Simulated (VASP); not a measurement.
Results of a VASP single-point calculation on SnSe2 (1T (CdI2) bulk)

POSCAR

```
Sn Se
 1.0000000000000000
     3.8251493340507654    0.0000000000000000   -0.0000000000000000
    -1.9125746670253827    3.3126764965570907   -0.0000000000000000
    -0.0000000000000000   -0.0000000000000000    6.2270788927462952
 Sn  Se
   1   2
Cartesian
  0.0000000000000000  0.0000000000000000 -0.0000000000000000
 -0.0000000000000001  2.2084509977047269  1.5759381138061268
  1.9125746670253825  1.1042254988523634  4.6511407789401682
```

The gap between bands v and c is 2.00 eV, the least direct gap is 2.54 eV and the largest force is 0.26 eV/Å.

Band v is the last that the valence electrons fill when counted band by band, and c is the next. Levels in eV from the top of v:

```
point    v−1      v     c   c+1
    Γ  -0.29  -0.14  2.40  4.58
    M  -1.32  -0.28  2.47  5.31
    K  -1.70  -1.70  2.65  8.15
    A  -0.12  -0.12  3.94  4.50
    L  -0.90  -0.71  2.06  5.71
    H  -0.44  -0.44  3.88  6.13
```

Question: Which of these levels of theory gave these results?
A. r²SCAN
B. PBE with spin–orbit coupling
C. PBEsol
D. PBE0
E. LDA
F. HSE06
G. PBE

Answer: D.

The INCAR was:

```
SIGMA = 0.01
PREC = Accurate
ISMEAR = 0
LREAL = .FALSE.
LCHARG = .FALSE.
ISTART = 1
ALGO = Normal
AEXX = 0.25
NELM = 120
HFRCUT = -1
LWAVE = .FALSE.
LHFCALC = .TRUE.
NSW = 0
IBRION = -1
PRECFOCK = Fast
EDIFF = 1E-7
NBANDS = 20
ENCUT = 520
GGA = PE
ISIF = 2
LASPH = .TRUE.
```
